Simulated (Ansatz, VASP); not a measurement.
**One calculation of Al, two programs**

```xyz
1
Lattice="0.0000 2.0374 2.0374 2.0374 0.0000 2.0374 2.0374 2.0374 0.0000" Properties=species:S:1:pos:R:3 pbc="T T T"
Al    0.0000    0.0000    0.0000
```

Change from the starting cell: volume scaled by 1.02.

Alike in both runs: task single point; functional PBE; k mesh 14 × 14 × 14; occupations fermi-dirac, width 0.05 eV; no spin polarisation.

|  | VASP | Ansatz |
| --- | --- | --- |
| version | VASP 6.6.1 | Ansatz 0.2.0 |
| potentials or method | VASP PAW PBE potentials, release 64 (Al), cutoff 520 eV | all-electron LAPW, scalar-relativistic |

```tsv
	VASP	Ansatz	Ansatz less VASP
pressure (GPa)	-2.1	-2.0	+0.04
```

Ansatz ran all-electron here, so the differences hold the error of VASP's frozen core and of both bases.
